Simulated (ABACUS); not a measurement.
# GaAs (I4/mmm) in ABACUS: reference runs

Reference runs on GaAs: the cell as given.

Program: ABACUS 3.10.1. These are calculated values, not measurements. Logs are shortened: lines on timing, memory, paths and dates and some standing lists are left out, and cuts for length are marked.

## (1) Starting point

Symmetry: I4/mmm, No. 139, tetragonal system. The conventional cell has a = 3.762 Å, b = 3.762 Å, c = 6.052 Å, α = 90.00°, β = 90.00°, γ = 90.00°. Around Ga (site symmetry 4/mmm) lie 6 As at 2.66 to 3.03 Å. As (site symmetry 4/mmm) has 6 Ga at 2.66 to 3.03 Å as nearest neighbours.

The cell was built by a generator and needn't be a form met in nature.

## (2) Single point, PBE

INPUT reads:

```
INPUT_PARAMETERS
suffix              GaAs
calculation         scf
basis_type          pw
pseudo_dir          ./
symmetry            1
dft_functional      pbe
ecutwfc             84
pseudo_rcut         7
nspin               1
nbands              18
ks_solver           dav
smearing_method     fd
smearing_sigma      0.00367493
scf_thr             1e-08
scf_nmax            100
mixing_type         broyden
mixing_beta         0.7
cal_force           1
cal_stress          1
kpar                4
```

STRU reads:

```
ATOMIC_SPECIES
Ga 69.7230 Ga.upf
As 74.9216 As.upf

LATTICE_CONSTANT
1.8897261246

LATTICE_VECTORS
-1.8807739600 1.8807739600 3.0258508800
1.8807739600 -1.8807739600 3.0258508800
1.8807739600 1.8807739600 -3.0258508800

ATOMIC_POSITIONS
Direct

Ga
0.0
1
0.0000000000 0.0000000000 0.0000000000 1 1 1

As
0.0
1
0.5000000000 0.5000000000 0.0000000000 1 1 1
```

KPT reads:

```
K_POINTS
0
Gamma
10 10 10 0 0 0
```

Potentials or basis: PseudoDojo NC SR 0.4.1 PBE standard, plane waves.

On the command line:

```
> OMP_NUM_THREADS=1 mpirun -np 4 abacus > log
```

running log:

```text
ABACUS v3.10.1

               Atomic-orbital Based Ab-initio Computation at UStc

 ------------------------------------------------------------------------------------

 READING GENERAL INFORMATION
                           global_out_dir = OUT.GaAs/
                           global_in_card = INPUT
                               pseudo_dir = ./
                              orbital_dir =
                                    DSIZE = 4
                                    GSIZE = 1

 READING UNITCELL INFORMATION
                                    ntype = 2
                  lattice constant (Bohr) = 1.88973
              lattice constant (Angstrom) = 1

 READING ATOM TYPE 1
                               atom label = Ga
                      L=0, number of zeta = 1
                      L=1, number of zeta = 1
                      L=2, number of zeta = 1
             number of atom for this type = 1

 READING ATOM TYPE 2
                               atom label = As
                      L=0, number of zeta = 1
                      L=1, number of zeta = 1
                      L=2, number of zeta = 1
             number of atom for this type = 1

                        TOTAL ATOM NUMBER = 2
DIRECT COORDINATES
    atom                   x                   y                   z     mag                  vx                  vy                  vz
taud_Ga1            0.0000000000        0.0000000000        0.0000000000  0.0000        0.0000000000        0.0000000000        0.0000000000
taud_As1            0.5000000000        0.5000000000        0.0000000000  0.0000        0.0000000000        0.0000000000        0.0000000000

                          Volume (Bohr^3) = 288.92
                             Volume (A^3) = 42.8134

 Lattice vectors: (Cartesian coordinate: in unit of a_0)
             -1.88077            +1.88077            +3.02585
             +1.88077            -1.88077            +3.02585
             +1.88077            +1.88077            -3.02585
 Reciprocal vectors: (Cartesian coordinate: in unit of 2 pi/a_0)
                   +0           +0.265848           +0.165243
            +0.265848                  +0           +0.165243
            +0.265848           +0.265848                  +0
 The esolver type has been set to : ksdft_pw

                PAO radial cut off (Bohr) = 7

 Read in pseudopotential file is Ga.upf
                     pseudopotential type = NC
          exchange-correlation functional = PBE
                 nonlocal core correction = 1
                        valence electrons = 13
                                     lmax = 2
                           number of zeta = 3
                     number of projectors = 6
                           L of projector = 0
[... 5 lines left out ...]
                PAO radial cut off (Bohr) = 7

 Read in pseudopotential file is As.upf
                     pseudopotential type = NC
          exchange-correlation functional = PBE
                 nonlocal core correction = 1
[... 180 lines left out ...]

                                     npwx = 3763

 Make real space PAO into reciprocal space.
       max mesh points in Pseudopotential = 701
     dq(describe PAO in reciprocal space) = 0.01
                                    max q = 1104

 number of pseudo atomic orbitals for Ga is 3
WARNING: norm of atomic wavefunction # 2 of atomic type Ga is 0.99965, renormalized
WARNING: norm of atomic wavefunction # 3 of atomic type Ga is 0.983935, renormalized

 number of pseudo atomic orbitals for As is 3
WARNING: norm of atomic wavefunction # 2 of atomic type As is 0.999979, renormalized
WARNING: norm of atomic wavefunction # 3 of atomic type As is 0.998412, renormalized

 -------------------------------------------
 SELF-CONSISTENT
 -------------------------------------------
                                 init_chg = atomic

 PW ALGORITHM --------------- ION=   1  ELEC=   1--------------------------------
 Notice: Threshold on eigenvalues was too large.
 hsover_error=0.28 > DRHO=0.0333841
 Origin diag ethr = 0.01
 New diag ethr = 0.000119229

 Density error is 0.0332992826693
                          Error Threshold = 0.000119229019434
----------------------------------------------------------
     Energy           Rydberg                 eV
----------------------------------------------------------
 E_KohnSham     -365.0647487938      -4966.9607225339
 E_Harris       -366.0625672103      -4980.5367385685
 E_Fermi        0.6910683211         9.4024668744
----------------------------------------------------------
[... 63 lines left out ...]
 Density error is 9.78648779355e-09
                          Error Threshold = 5.06107647238e-10
----------------------------------------------------------
     Energy           Rydberg                 eV
----------------------------------------------------------
 E_KohnSham     -365.0737092945      -4967.0826364007
 E_KS(sigma->0) -365.0734057020      -4967.0785058123
 E_Harris       -365.0736236606      -4967.0814712921
 E_band         -20.1965622904       -274.7883271614
 E_one_elec     -167.4116632881      -2277.7525323759
 E_Hartree      103.0855350910       1402.5506586172
 E_xc           -89.3150641223       -1215.1937892991
 E_Ewald        -211.4319097900      -2876.6787121661
 E_entropy(-TS) -0.0006071851        -0.0082611768
 E_descf        0.0000000000         0.0000000000
 E_exx          0.0000000000         0.0000000000
 E_Fermi        0.6969932310         9.4830794090
----------------------------------------------------------

 charge density convergence is achieved
 final etot is -4967.0826364 eV
 EFERMI = 9.483079409 eV

 STATE ENERGY(eV) AND OCCUPATIONS    NSPIN == 1
 1/26 kpoint (Cartesian) = 0.0000 0.0000 0.0000 (3761 pws)
       1       -25.8586     0.00200000
       2       -25.8544     0.00200000
       3       -25.8408     0.00200000
       4       -25.8408     0.00200000
       5       -25.8404     0.00200000
       6       -5.27565     0.00200000
[... 98 lines left out ...]
       5       -25.8393     0.00800000
       6       -5.29310     0.00800000
[... 10 lines left out ...]
      17        12.8907    2.01620e-32
      18        13.5433    4.33033e-38

[... levels at 20 further k points ...]

------------------------------------------------------------------------------------------
 TOTAL-FORCE (eV/Angstrom)
------------------------------------------------------------------------------------------
                       Ga1         0.0000000000         0.0000000000         0.0000000000
                       As1         0.0000000000         0.0000000000         0.0000000000
------------------------------------------------------------------------------------------

----------------------------------------------------------------
 TOTAL-STRESS (KBAR)
----------------------------------------------------------------
       -14.2035228637         0.0000000000         0.0000000000
         0.0000000000       -14.2035228637        -0.0000000000
        -0.0000000000        -0.0000000000       -72.1120466693
----------------------------------------------------------------
 TOTAL-PRESSURE: -33.506364 KBAR

 --------------------------------------------
 !FINAL_ETOT_IS -4967.0826364006552467 eV
 --------------------------------------------
```

stdout:

```text
ABACUS v3.10.1

               Atomic-orbital Based Ab-initio Computation at UStc

%%%%%%%%%%%%%%%%%%%%%%%%%%%%%%%%%%%%%%%%%%%%%%%%%%%%%%%%%%%%%%%%%%%%%%%%%%%%%%%%%%%%%%%%%%%%%%%%%%%%%%%%%
 Warning: the number of valence electrons in pseudopotential > 3 for Ga: [Ar] 3d10 4s2 4p1
[... 34 lines left out ...]
 TOTAL-STRESS (KBAR)
----------------------------------------------------------------
       -14.2035228637         0.0000000000         0.0000000000
         0.0000000000       -14.2035228637        -0.0000000000
        -0.0000000000        -0.0000000000       -72.1120466693
----------------------------------------------------------------
 TOTAL-PRESSURE: -33.506364 KBAR
```

It took 27 s on 4 MPI ranks of Intel Xeon Platinum 8488C (Sapphire Rapids), shared host; peak memory 0.48 GiB.

Results:

- Free energy: -4967.0826 eV
- Pressure: -3.4 GPa
- Band gap on the k mesh: none (metal or under the smearing width)

Stress tensor (GPa, compression positive):
```
-1.42  0.00  0.00
 0.00 -1.42  0.00
 0.00  0.00 -7.21
```

Levels at points of the mesh, in eV from the Fermi level:
```
           k point  band 11  band 12  band 13  band 14  band 15  band 16
(0.00, 0.00, 0.00)   -12.48    -0.70    -0.38    -0.38     0.81     5.00
(0.50, 0.00, 0.50)   -10.54    -7.16    -0.18     0.56     1.88     3.36
(0.50, 0.50, 0.00)    -9.50    -4.95    -3.98    -3.17    -1.60     3.77
(0.50, 0.50, 0.50)   -10.60    -4.84    -2.72    -1.87    -1.87     4.23
```
